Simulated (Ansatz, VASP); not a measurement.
## PbS: VASP beside Ansatz

```
CELL_PARAMETERS angstrom
3.32095 0.00000 0.00000
0.00000 3.32095 0.00000
0.00000 0.00000 3.32095
ATOMIC_POSITIONS crystal
Pb 0.00000 0.00000 0.00000
S 0.50000 0.50000 0.50000
```

Alike in both runs: task relaxation of cell and atoms; functional PBE; k mesh 11 × 11 × 11; occupations fermi-dirac, width 0.1 eV; no spin polarisation.

|  | VASP | Ansatz |
| --- | --- | --- |
| version | VASP 6.6.1 | Ansatz 0.2.0 |
| potentials or method | VASP PAW PBE potentials, release 64 (Pb_d, S) | PAW with Ansatz's default frozen-core files, scalar-relativistic |
| plane-wave cutoff (eV) | 600 | 420 |
| valence electrons in the cell | 20 | 20 |

```csv
,VASP,Ansatz,Ansatz less VASP
relaxed volume (Å³/atom),24.32,24.35,+0.029
relaxed cell length with the largest relative difference (Å),3.650,3.652,+0.0015
energy change over the relaxation (meV/atom),-419,-422,-2.4
```

Caveats: the volume moved by over 15 % at a fixed basis, so the end points are rough (VASP). Spin-orbit coupling is left out, which matters for the levels of Pb.
